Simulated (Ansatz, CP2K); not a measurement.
## One calculation of As, 3 ways

```xyz
1
Lattice="2.7037 0.0000 0.0000 0.0000 2.7037 0.0000 0.0000 0.0000 2.7037" Properties=species:S:1:pos:R:3 pbc="T T T"
As    1.3518    1.3518    1.3518
```

This isn't the form of As at room conditions, which is rhombohedral.

Alike in all runs: task equation of state; functional LDA; k mesh 10 × 10 × 10; occupations fermi-dirac, width 0.05 eV; no spin polarisation; no spin-orbit coupling. LDA stands for any of its common fits.

```csv
program and potentials,plane-wave cutoff (eV),notes,equilibrium volume (Å³/atom),bulk modulus (GPa)
"Ansatz, Ansatz PAW",420,"potentials made for PBE, which Ansatz adapts in part",19.06,94.5
"CP2K, GTH_POTENTIALS As GTH-PADE-q5; TZVP-MOLOPT-PBE-GTH basis",-,atomic basis,19.07,93.0
"Ansatz, all-electron LAPW, scalar-relativistic",-,-,19.06,94.5
```

The equilibrium volume spans 19.06 (Ansatz, Ansatz PAW) to 19.07 Å³/atom (CP2K, GTH_POTENTIALS As GTH-PADE-q5; TZVP-MOLOPT-PBE-GTH basis), with all-electron results at 19.06. The bulk modulus spans 93.0 (CP2K, GTH_POTENTIALS As GTH-PADE-q5; TZVP-MOLOPT-PBE-GTH basis) to 94.5 GPa (Ansatz, Ansatz PAW), with all-electron results at 94.5. Rows in atomic bases carry the error of their basis and grid, which can be large.

The functional is the same throughout but for its coding, so the spread measures potentials, basis and numerics; runs on potential files found faulty are left out.
